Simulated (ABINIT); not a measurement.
TiTe2:

```xyz
3
Lattice="3.7770 0.0000 0.0000 -1.8885 3.2710 0.0000 0.0000 0.0000 6.4980" Properties=species:S:1:pos:R:3 pbc="T T T"
Te    0.0000    2.1807    4.7903
Te    1.8885    1.0903    1.7077
Ti    0.0000    0.0000    0.0000
```

Program: ABINIT 10.8.3 (patched build). Alike in all runs: level PBE; potentials or basis JTH PAW PBE v2.0; no spin polarisation; cell as given; cutoff (eV) 408; smearing fermi-dirac 0.05 eV. Hardware: 1 thread of Arm Neoverse N1, with other jobs on the host.

Order these runs on this cell by their wall time, lowest first.
A. task single point; k mesh 3 × 3 × 2; mesh quality coarse
B. task band structure; k mesh 8 × 8 × 4; mesh quality not flagged
C. task single point; k mesh 6 × 6 × 3; mesh quality not flagged

A (15 s), C (32 s), B (130 s).

Caveats: some runs use coarse meshes.
